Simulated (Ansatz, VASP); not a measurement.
Two plane-wave programs on Ga2O3

INCAR

```
ALGO     = Normal         # electronic algorithm
EDIFF    = 1E-6           # SCF threshold, eV
ENCUT    = 520            # plane-wave cutoff, eV
GGA      = PE             # functional
ISIF     = 2              # what is computed and relaxed
ISMEAR   = -1             # smearing method
LASPH    = True           # aspherical terms in the spheres
LCHARG   = False          # write CHGCAR
LREAL    = False          # projectors in reciprocal space
LWAVE    = False          # write WAVECAR
NBANDS   = 55             # bands
NELM     = 100            # most SCF steps
PREC     = Accurate       # precision mode
SIGMA    = 0.05           # smearing width, eV
```

Contents of KPOINTS:

```
k-points
0
Gamma
  3 3 2
```

File POSCAR:

```
Ga2O3
1.0
    6.1070000000     -1.5185500000      0.0000000000
    6.1070000000      1.5185500000      0.0000000000
   -1.3859888959      0.0000000000      5.6300087380
Ga O
4 6
Direct
    0.3413400000      0.3413400000      0.6859800000
    0.6586600000      0.6586600000      0.3140200000
    0.9095000000      0.9095000000      0.2054000000
    0.0905000000      0.0905000000      0.7946000000
    0.5041000000      0.5041000000      0.7434000000
    0.4959000000      0.4959000000      0.2566000000
    0.8267000000      0.8267000000      0.4368000000
    0.1733000000      0.1733000000      0.5632000000
    0.8355000000      0.8355000000      0.8902000000
    0.1645000000      0.1645000000      0.1098000000
```

File input.yaml:

```yaml
crystal:
  lattice:
    - [6.107, -1.51855, 0.0]
    - [6.107, 1.51855, 0.0]
    - [-1.3859888959, 0.0, 5.630008738]
  atoms:
    - { symbol: Ga, position: [0.34134, 0.34134, 0.68598] }
    - { symbol: Ga, position: [0.65866, 0.65866, 0.31402] }
    - { symbol: Ga, position: [0.9095, 0.9095, 0.2054] }
    - { symbol: Ga, position: [0.0905, 0.0905, 0.7946] }
    - { symbol: O, position: [0.5041, 0.5041, 0.7434] }
    - { symbol: O, position: [0.4959, 0.4959, 0.2566] }
    - { symbol: O, position: [0.8267, 0.8267, 0.4368] }
    - { symbol: O, position: [0.1733, 0.1733, 0.5632] }
    - { symbol: O, position: [0.8355, 0.8355, 0.8902] }
    - { symbol: O, position: [0.1645, 0.1645, 0.1098] }
hamiltonian:
  xc: pbe
  pseudopotentials: { kind: paw }
kpoints:
  mp_grid: { grid: [3, 3, 2] }
scf:
  occupations: { method: fermi_dirac, width: 0.05 }
output:
  forces: true
  stress: true
  eigenvalues: true
```

Alike in both runs: task single point; functional PBE; k mesh 3 × 3 × 2; occupations fermi-dirac, width 0.05 eV; no spin polarisation.

|  | VASP | Ansatz |
| --- | --- | --- |
| version | VASP 6.6.1 | Ansatz 0.2.0 |
| potentials or method | VASP PAW PBE potentials, release 64 (Ga_d, O) | Ansatz PAW |
| plane-wave cutoff (eV) | 520 | 420 |
| valence electrons in the cell | 88 | 88 |

Ansatz gave:

| Quantity | Value |
| --- | --- |
| gap on the k mesh at the Fermi level (eV) | 2.45 |
| least direct gap on the mesh (eV) | 2.45 |
| pressure (GPa) | 9.6 |
| largest component of the traceless stress (GPa) | 1.37 |
| rms of the force components (eV/Å) | 0.082 |

**Question.** Estimate VASP's values.

**Answer.** gap on the k mesh at the Fermi level (eV): 2.43; least direct gap on the mesh (eV): 2.43; pressure (GPa): 10.2; largest component of the traceless stress (GPa): 1.49; rms of the force components (eV/Å): 0.087.

Atom by atom the forces differ by 0.010 eV/Å (rms over components).

Caveats: the k mesh is coarse (spacing up to 0.71 Å⁻¹), so the values aren't converged; odd divisions of the mesh miss points on the zone boundary, where band edges often lie, so the gap on the mesh can be too wide (Ansatz); the pressure holds a Pulay correction of +0.8 GPa for the finite cutoff (Ansatz). As with any semilocal functional, this PBE gap is likely too small.
